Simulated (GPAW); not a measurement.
# linear Ni chain, spacing 2.555 A: cost and accuracy of all numerical settings together, part 2 of 2

Wanted: the cheapest choice of all numerical settings together that holds the magnetic results of linear Ni chain, spacing 2.555 A.

GPAW 26.7.0; PBE; plane waves with GPAW's PAW setups, scalar-relativistic.

So far, largest spin moment in the augmentation sphere (μB): step 2 (rung 1 (280 eV, mesh 1×1×4), start ferro +) 1.31; step 4 (rung 2 (380 eV, mesh 1×1×6), start ferro +) 1.09; step 5 (rung 2 (380 eV, mesh 1×1×3), start antiferro q=(0,0,1/2) +-) 0.804; step 6 (rung 3 (500 eV, mesh 1×1×10), start ferro +) 1.21; step 7 (rung 3 (500 eV, mesh 1×1×5), start antiferro q=(0,0,1/2) +-) 1.07.

**8. Rung 4 (700 eV, mesh 1×1×12), start ferro +**

order1.py

```python
import json
import numpy as np
from ase import Atoms
from ase.parallel import paropen, parprint
from gpaw import GPAW

atoms = Atoms(['Ni'],
    cell=[[12.0, 0.0, 0.0],
         [0.0, 12.0, 0.0],
         [0.0, 0.0, 2.555]],
    scaled_positions=[[0.5, 0.5, 0.0]],
    pbc=True,
    magmoms=[1.0])
atoms.calc = GPAW(mode={'name': 'pw', 'ecut': 700},
    xc='PBE',
    kpts={'size': (1, 1, 12), 'gamma': True},
    occupations={'name': 'fermi-dirac', 'width': 0.05},
    convergence={'density': 1e-05, 'energy': 1e-05},
    maxiter=200,
    symmetry={'tolerance': 1e-4},
    txt='order1.txt')
e = atoms.get_potential_energy(force_consistent=True)
res = {'free_energy': e, 'energy_sigma0': atoms.get_potential_energy(), 'fermi_energy': atoms.calc.get_fermi_level()}
res['moments'] = atoms.get_magnetic_moments().tolist()
res['total'] = atoms.get_magnetic_moment()
parprint('site moments (muB):', np.round(res['moments'], 3))
parprint(f"total moment: {res['total']:.3f} muB")
parprint(f'free energy: {e:.6f} eV')
atoms.calc.write('order1.gpw')
with paropen('results.json', 'w') as f:
    json.dump(res, f)
```

The run is started by

```console
> OMP_NUM_THREADS=1 python3 order1.py > order1.log
```

Numbers of over 12 decimals in the logs are rounded to 6 here.

What it wrote:

```text
site moments (muB): [1.166]
total moment: 1.167 muB
free energy: -4.129067 eV

--- order1.txt ---
Input parameters:
  mode=PW(ecut=700),
  convergence={'density': 1e-05, 'energy': 1e-05},
  kpts=MonkhorstPack(size=(1, 1, 12), gamma=True),
  maxiter=200,
  occupations=Occupations(name='fermi-dirac', width=0.05),
  symmetry=Symmetry(tolerance=0.0001),
  xc=XC(name='PBE')

Diagonalizing LCAO Hamiltonian
[...]
|          3 |        -7.664 |     1.000 |        -7.231 |     1.000 |
|          4 |        -5.871 |     1.000 |        -5.162 |     1.000 |
[...]
|          8 |        -5.512 |     1.000 |        -4.184 |     0.001 |
|          9 |        -1.798 |     0.000 |        -1.747 |     0.000 |
|         10 |        -1.798 |     0.000 |        -1.747 |     0.000 |
|         11 |         0.092 |     0.000 |         0.067 |     0.000 |

No gap
No difference between direct/indirect transitions


[key lines of the parts left out:]
Free energy:      -4.129067
Converged in 30 steps
dipole moment: (0.000003, 0.000003, -5.117306)  # |e|*Ang
Fermi level: -4.543
```

Wall time 96 s (1 MPI rank of AMD EPYC 7R43, shared host); peak memory 0.43 GiB.

This step gave:

| Quantity | Value |
| --- | --- |
| magnetization | 1.167 μB |
| final state | ferromagnetic |
| largest moment | 1.166 μB |

The largest moment moves by -0.04 μB from rung 3, at 1.2 times its CPU time.

**9. Rung 4 (700 eV, mesh 1×1×6), start antiferro q=(0,0,1/2) +-**

order2.py

```python
import json
import numpy as np
from ase import Atoms
from ase.parallel import paropen, parprint
from gpaw import GPAW

atoms = Atoms(['Ni', 'Ni'],
    cell=[[12.0, 0.0, 0.0],
         [0.0, 12.0, 0.0],
         [0.0, 0.0, 5.11]],
    scaled_positions=[[0.5, 0.5, 0.0],
         [0.5, 0.5, 0.5]],
    pbc=True,
    magmoms=[1.0, -1.0])
atoms.calc = GPAW(mode={'name': 'pw', 'ecut': 700},
    xc='PBE',
    kpts={'size': (1, 1, 6), 'gamma': True},
    occupations={'name': 'fermi-dirac', 'width': 0.05},
    convergence={'density': 1e-05, 'energy': 1e-05},
    maxiter=200,
    symmetry={'tolerance': 1e-4},
    txt='order2.txt')
e = atoms.get_potential_energy(force_consistent=True)
res = {'free_energy': e, 'energy_sigma0': atoms.get_potential_energy(), 'fermi_energy': atoms.calc.get_fermi_level()}
res['moments'] = atoms.get_magnetic_moments().tolist()
res['total'] = atoms.get_magnetic_moment()
parprint('site moments (muB):', np.round(res['moments'], 3))
parprint(f"total moment: {res['total']:.3f} muB")
parprint(f'free energy: {e:.6f} eV')
atoms.calc.write('order2.gpw')
with paropen('results.json', 'w') as f:
    json.dump(res, f)
```

The run is started by

```console
> OMP_NUM_THREADS=1 python3 order2.py > order2.log
```

What it wrote:

```text
site moments (muB): [ 1.089 -1.089]
total moment: -0.000 muB
free energy: -8.035007 eV

--- order2.txt ---
Input parameters:
  mode=PW(ecut=700),
  convergence={'density': 1e-05, 'energy': 1e-05},
  kpts=MonkhorstPack(size=(1, 1, 6), gamma=True),
  maxiter=200,
  occupations=Occupations(name='fermi-dirac', width=0.05),
  symmetry=Symmetry(tolerance=0.0001),
  xc=XC(name='PBE')

Diagonalizing LCAO Hamiltonian
[...]
|          9 |        -5.674 |     1.000 |        -5.674 |     1.000 |
|         10 |        -5.557 |     1.000 |        -5.557 |     1.000 |
[...]
|         20 |         0.080 |     0.000 |         0.080 |     0.000 |
|         21 |         0.810 |     0.000 |         0.810 |     0.000 |
|         22 |         0.825 |     0.000 |         0.825 |     0.000 |
|         23 |         1.396 |     0.000 |         1.396 |     0.000 |

No gap
No difference between direct/indirect transitions


[key lines of the parts left out:]
Free energy:      -8.035007
Converged in 59 steps
dipole moment: (0.000006, 0.000006, -10.203648)  # |e|*Ang
Fermi level: -4.115
```

It took 7.3 min on 1 MPI rank; peak memory 0.76 GiB.

This step gave:

- magnetization: 0 μB
- final state: antiferromagnetic
- largest moment: 1.089 μB

This start lies +111.6 meV a seeded atom from the first, a change of -16.5 meV since rung 3; its largest moment is 1.09 μB.

**10. Side by side**

Ladder, by row:

```
rung  cutoff (eV)    mesh  smearing (eV)  state from the first start  state from the second start  second less first (meV a seeded atom)  moment, first (μB)  moment, second (μB)  CPU time (s)
   1          280   1x1x4            0.2               ferromagnetic            antiferromagnetic                                   83.5               1.313                 1.13         77.43
   2          380   1x1x6           0.15               ferromagnetic            antiferromagnetic                                  87.35               1.091               0.8042         71.35
   3          500  1x1x10            0.1               ferromagnetic            antiferromagnetic                                  128.1               1.207                1.069         538.4
   4          700  1x1x12           0.05               ferromagnetic            antiferromagnetic                                  111.6               1.166                1.089         535.7
```

**11. Outcome**

| Property | Result |
| --- | --- |
| range of the moment in the table, first start | 1.09 to 1.31 μB |
| range of CPU time | 71 s to 9 min |
| range of the energy difference | 83.5 to 128 meV a seeded atom |

What this shows: Only the last rung can serve as the reference, and the rung before it is still 16 meV away, so convergence is not shown. The first start ends lower on every rung of the table; whether functional and cell give the true order is another question.

[Logs and program files are shortened in this print: banners, set-up blocks, solver, clock and traceback lines can be left out without a mark of their own.]

[Logs are printed without paths, hosts, clocks, repeated set-up lines and the standing remarks that a program may print on its own settings, such as how far it seeks lower states.]

[Hosts, paths, dates, database ids (printed as entryN), source tags and the programs' standing remarks are cut or masked in the printed files.]

[Where a cell is said to come from a database of computed structures, the database is the Materials Project.]
